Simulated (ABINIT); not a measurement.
ZrB2:

```
CELL_PARAMETERS angstrom
3.17000 0.00000 0.00000
-1.58500 2.74530 0.00000
0.00000 0.00000 3.53300
ATOMIC_POSITIONS crystal
Zr 0.00000 0.00000 0.00000
B 0.66667 0.33333 0.50000
B 0.33333 0.66667 0.50000
```

Program: ABINIT 10.8.3 (patched build). Alike in all runs: no spin polarisation; cell as given; smearing fermi-dirac 0.05 eV.

Problem. Order these runs on this cell by their pressure, lowest first.
A. level PBEsol; potentials or basis PseudoDojo NC SR PBEsol v0.4.1 standard; k mesh 8 × 8 × 6; cutoff (eV) 925
B. level LDA; potentials or basis PseudoDojo NC SR LDA v0.4 stringent; k mesh 12 × 12 × 8, shifted; cutoff (eV) 925; bands in the sums 15; broadening (eV) 0.15; scissor shift (eV) 0; tensor components [11, 33]
C. level PBE; potentials or basis PseudoDojo NC SR PBE v0.4.1 standard; k mesh 8 × 8 × 6; cutoff (eV) 1034

Solution. B (-8.9 GPa), A (-3.9 GPa), C (0.7 GPa).

Not every run made on this cell is shown here.
